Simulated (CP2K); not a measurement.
Runs of CP2K 2026.2 on Ga2O3. It takes space group C2/m (No. 12, monoclinic). Conventional cell: a = 5.366 Å, b = 3.100 Å, c = 7.688 Å, α = 90.00°, β = 90.17°, γ = 90.00°. Around Ga (site symmetry m) lie 6 O at 2.06 to 2.31 Å. Around O (site symmetry 2/m) lie 6 Ga at 2.30 to 2.31 Å. O (site symmetry m) is surrounded by 3 Ga at 2.06 to 2.07 Å. The cell was built by a generator and needn't be a form met in nature.

```tsv
level	cutoff of the non-local correlation (Ry)	gap on the mesh (eV)	pressure (GPa)	largest force (eV/Å)
LDA	-	1.31	-24.8	3.65
vdW-DF2	300	1.36	-10.4	3.11
PBEsol	-	1.39	-21.9	(b)
revPBE	-	1.52	-15.7	3.39
TPSS	-	1.55	-21.1	3.65
AM05	-	1.43	-21.4	3.55
PBE	-	1.45	-17.7	(a)
```

Alike in all rows: task band structure; potentials or basis POTENTIAL_UZH Ga GTH-PBE-q13, O GTH-PBE-q6; DZVP-MOLOPT-PBE-GTH basis; no spin polarisation; cell as given; k mesh 10 × 10 × 4; smearing fermi-dirac 0.05 eV.

Q: Fill in the values left out.

A: (a) 3.41; (b) 3.56.

Caveats: the basis of atomic orbitals isn't converged, which shifts pressures, moduli and gaps; the potentials were made for another functional, which shifts forces and pressure (some runs); forces of over 1 eV/Å show positions far from the minimum, so gaps and moduli don't describe the material at rest (some runs).

A k mesh can miss the band edges, and the runs leave out spin-orbit coupling on Ga.
